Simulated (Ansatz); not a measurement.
**Si (Fm-3m): the volume at zero pressure**

Where does the pressure of Si (Fm-3m) vanish?

This is Si in the fcc structure; at room conditions it is diamond.

Method: DFT PBEsol, scalar-relativistic, plane waves, PAW, in Ansatz 0.2.0.

## 1. The system as given

Symmetry: Fm-3m, No. 225, cubic system. The conventional cell has a = 3.822 Å, b = 3.822 Å, c = 3.822 Å, α = 90.00°, β = 90.00°, γ = 90.00°. Si (site symmetry m-3m) is surrounded by 12 Si at 2.70 Å.

Coordinates:

```cif
data_structure
_symmetry_space_group_name_H-M 'Fm-3m'
_symmetry_Int_Tables_number 225
_cell_length_a 3.8217
_cell_length_b 3.8217
_cell_length_c 3.8217
_cell_angle_alpha 90.000
_cell_angle_beta 90.000
_cell_angle_gamma 90.000
_cell_volume 55.82
loop_
_atom_site_label
_atom_site_type_symbol
_atom_site_symmetry_multiplicity
_atom_site_Wyckoff_symbol
_atom_site_fract_x
_atom_site_fract_y
_atom_site_fract_z
_atom_site_occupancy
Si1 Si 4 a 0.00000 0.00000 0.00000 1
```

## 2. First run, at the start cell

Contents of input.yaml:

```yaml
crystal:
  lattice:
    - [0.0, 1.9108305409, 1.9108305409]
    - [1.9108305409, 0.0, 1.9108305409]
    - [1.9108305409, 1.9108305409, 0.0]
  atoms:
    - { symbol: Si, position: [0.0, 0.0, 0.0] }
basis:
  ecutwfc: 420
  ecutrho_ratio: 4
kpoints:
  mp_grid: { grid: [20, 20, 20] }
hamiltonian:
  xc: pbesol
scf:
  occupations: { method: gaussian, width: 0.05 }
output:
  forces: true
  stress: true
  eigenvalues: true
```

Command:

```sh
ansatz run input.yaml --threads 1 --pin off --max-ram 2560MiB --backend cpu --events-out ev --progress --plain --runs-dir out
```

The log of the run, shortened:

```text
Warning: RAYON_NUM_THREADS=1 ignored (pool sized by the plan → 1); use --threads N
[...]
Pseudopotentials: kind: paw
Pseudopotential: Si, paw, valence charge 4, recommended cutoff 420 eV (normal), Si.paw.azcp
Functional definition: PBEsol
[...]
Crystal: 1 atoms, lattice volume = 13.954 Å³
Basis set: ecut = 420 eV, 283 PW (Γ), exchange–correlation on 40×40×40 points (8 copies of the dense FFT grid, shifted against one another)
Bands: 6, of which v1, the nominal top of the filled ones, is band 2 counted from 1 (1 counted from 0)
Symmetry: 48 space group operations
Space group: Fm-3m (ITA 225), of the structure as read, at distance tolerance 2.4e-5 Å
k-points: 256 of 8000
[...]
SCF iter   1: F=—  HF=-621.089969 eV  |F-HF|=—  |Δ(HF+E_count)|=         —  Δρ=1.89e-3  dr2=3.03e-4  ethr=1.77e-3  ⟨swp⟩=5.2  Hψ=14404  notcnv=0
[...]
SCF iter   6: F=-621.089910 eV  HF=-621.089910 eV  |F-HF|=7.84e-12  |Δ(HF+E_count)|=  2.27e-10  Δρ=3.35e-7  dr2=1.60e-11  ethr=5.99e-12  ⟨swp⟩=1.6  Hψ=4751  notcnv=0
[...]
SCF converged after 6 iterations
Free energy (F): -621.089910 eV
[...]
E sigma→0 (E₀):  -621.089448 eV
Entropy (-TS):   -0.000923 eV (-0.923 meV/atom)
Fermi energy:    11.231214 eV
[...]
--- Forces (eV/Å), atoms counted from 1 ---
  atom   1  Si    -0.00000000    -0.00000000    -0.00000000
[...]
--- Stress (GPa, compression-positive) ---
        0.563738       0.000000      -0.000000
        0.000000       0.563738       0.000000
       -0.000000       0.000000       0.563738
  P = ⅓ Tr σ = 0.5637 GPa (5.637 kbar)
--- Band table (eV; the first three rows and the last of 256) ---
  k-point 0: bands = ["-3.6150", "22.7374", "22.7374", "22.7374", "23.2126", "23.2126"]
[...]
```

Run time: 1.4 s. Hardware: 1 thread of Intel Xeon Platinum 8375C at 2.90GHz (Ice Lake), shared host; peak memory 0.34 GiB.

Read off: volume 13.954 Å³/atom, pressure 0.56 GPa, a metal on this mesh.

## 3. Next volume, run 2

Edit input.yaml of step 2 so:

```diff
@@ -2,5 +2,5 @@
   lattice:
-    - [0.0, 1.9108305409, 1.9108305409]
-    - [1.9108305409, 0.0, 1.9108305409]
-    - [1.9108305409, 1.9108305409, 0.0]
+    - [0.0, 1.9133749255, 1.9133749255]
+    - [1.9133749255, 0.0, 1.9133749255]
+    - [1.9133749255, 1.9133749255, 0.0]
   atoms:
```

Command:

```sh
ansatz run input.yaml --threads 1 --pin off --max-ram 2560MiB --backend cpu --events-out ev --progress --plain --runs-dir out
```

The log of the run, shortened:

```text
Warning: RAYON_NUM_THREADS=1 ignored (pool sized by the plan → 1); use --threads N
[...]
Pseudopotentials: kind: paw
Pseudopotential: Si, paw, valence charge 4, recommended cutoff 420 eV (normal), Si.paw.azcp
Functional definition: PBEsol
[...]
Crystal: 1 atoms, lattice volume = 14.010 Å³
Basis set: ecut = 420 eV, 283 PW (Γ), exchange–correlation on 40×40×40 points (8 copies of the dense FFT grid, shifted against one another)
Bands: 6, of which v1, the nominal top of the filled ones, is band 2 counted from 1 (1 counted from 0)
Symmetry: 48 space group operations
Space group: Fm-3m (ITA 225), of the structure as read, at distance tolerance 2.4e-5 Å
k-points: 256 of 8000
[...]
SCF iter   1: F=—  HF=-621.090098 eV  |F-HF|=—  |Δ(HF+E_count)|=         —  Δρ=1.86e-3  dr2=2.89e-4  ethr=1.77e-3  ⟨swp⟩=5.2  Hψ=14410  notcnv=0
[...]
SCF iter   6: F=-621.090043 eV  HF=-621.090043 eV  |F-HF|=8.87e-12  |Δ(HF+E_count)|=  1.87e-10  Δρ=3.55e-7  dr2=1.81e-11  ethr=6.79e-12  ⟨swp⟩=1.6  Hψ=4760  notcnv=0
[...]
SCF converged after 6 iterations
Free energy (F): -621.090043 eV
[...]
E sigma→0 (E₀):  -621.089584 eV
Entropy (-TS):   -0.000917 eV (-0.917 meV/atom)
Fermi energy:    11.173078 eV
[...]
--- Forces (eV/Å), atoms counted from 1 ---
  atom   1  Si     0.00000000     0.00000000    -0.00000000
[...]
--- Stress (GPa, compression-positive) ---
        0.196406       0.000000       0.000000
        0.000000       0.196406       0.000000
       -0.000000      -0.000000       0.196406
  P = ⅓ Tr σ = 0.1964 GPa (1.964 kbar)
--- Band table (eV; the first three rows and the last of 256) ---
  k-point 0: bands = ["-3.6337", "22.6314", "22.6314", "22.6314", "23.1406", "23.1406"]
[...]
```

It took 1.5 s on 1 thread of Intel Xeon Platinum 8375C at 2.90GHz (Ice Lake), shared host; peak memory 0.34 GiB.

Read off: volume 14.010 Å³/atom, pressure 0.20 GPa, metallic.

## 4. Next volume, run 3

Edit input.yaml of step 3 so:

```diff
@@ -2,5 +2,5 @@
   lattice:
-    - [0.0, 1.9133749255, 1.9133749255]
-    - [1.9133749255, 0.0, 1.9133749255]
-    - [1.9133749255, 1.9133749255, 0.0]
+    - [0.0, 1.9147557691, 1.9147557691]
+    - [1.9147557691, 0.0, 1.9147557691]
+    - [1.9147557691, 1.9147557691, 0.0]
   atoms:
```

Command:

```sh
ansatz run input.yaml --threads 1 --pin off --max-ram 2560MiB --backend cpu --events-out ev --progress --plain --runs-dir out
```

The log of the run, shortened:

```text
Warning: RAYON_NUM_THREADS=1 ignored (pool sized by the plan → 1); use --threads N
[...]
Pseudopotentials: kind: paw
Pseudopotential: Si, paw, valence charge 4, recommended cutoff 420 eV (normal), Si.paw.azcp
Functional definition: PBEsol
[...]
Crystal: 1 atoms, lattice volume = 14.040 Å³
Basis set: ecut = 420 eV, 283 PW (Γ), exchange–correlation on 40×40×40 points (8 copies of the dense FFT grid, shifted against one another)
Bands: 6, of which v1, the nominal top of the filled ones, is band 2 counted from 1 (1 counted from 0)
Symmetry: 48 space group operations
Space group: Fm-3m (ITA 225), of the structure as read, at distance tolerance 2.4e-5 Å
k-points: 256 of 8000
[...]
SCF iter   1: F=—  HF=-621.090116 eV  |F-HF|=—  |Δ(HF+E_count)|=         —  Δρ=1.84e-3  dr2=2.82e-4  ethr=1.77e-3  ⟨swp⟩=5.2  Hψ=14410  notcnv=0
[...]
SCF iter   6: F=-621.090063 eV  HF=-621.090063 eV  |F-HF|=9.44e-12  |Δ(HF+E_count)|=  2.41e-10  Δρ=3.68e-7  dr2=1.94e-11  ethr=7.33e-12  ⟨swp⟩=1.6  Hψ=4766  notcnv=0
[...]
SCF converged after 6 iterations
Free energy (F): -621.090063 eV
[...]
E sigma→0 (E₀):  -621.089606 eV
Entropy (-TS):   -0.000913 eV (-0.913 meV/atom)
Fermi energy:    11.141563 eV
[...]
--- Forces (eV/Å), atoms counted from 1 ---
  atom   1  Si     0.00000000     0.00000000     0.00000000
[...]
--- Stress (GPa, compression-positive) ---
       -0.000531       0.000000       0.000000
        0.000000      -0.000531       0.000000
       -0.000000       0.000000      -0.000531
  P = ⅓ Tr σ = -0.0005 GPa (-0.005 kbar)
--- Band table (eV; the first three rows and the last of 256) ---
  k-point 0: bands = ["-3.6437", "22.5741", "22.5741", "22.5741", "23.1016", "23.1016"]
[...]
```

Run time: 1.6 s. Hardware: 1 thread of Intel Xeon Platinum 8375C at 2.90GHz (Ice Lake), shared host; peak memory 0.35 GiB.

In short: volume 14.040 Å³/atom, pressure 0.00 GPa, metallic.

## 5. The runs together

| run | functional | volume (Å³/atom) | pressure (GPa) | energy from the first of its functional (meV/atom) | k mesh |
| --- | --- | --- | --- | --- | --- |
| 1 | PBEsol | 13.954 | 0.56 | 0.0 | 20×20×20 |
| 2 | PBEsol | 14.010 | 0.20 | -0.1 | 20×20×20 |
| 3 | PBEsol | 14.040 | 0.00 | -0.2 | 20×20×20 |

## 6. Summary of results

| quantity | value |
| --- | --- |
| volume | 14.040 Å³/atom |
| pressure | 0.00 GPa |
| conventional cell | a = 3.830 Å, b = 3.830 Å, c = 3.830 Å, α = 90.00°, β = 90.00°, γ = 90.00° |
| gap on the mesh | none (metal) |

What this shows: The volume went from 13.95 to 14.04 Å³/atom (+0.6 %), where 0.00 GPa is left.
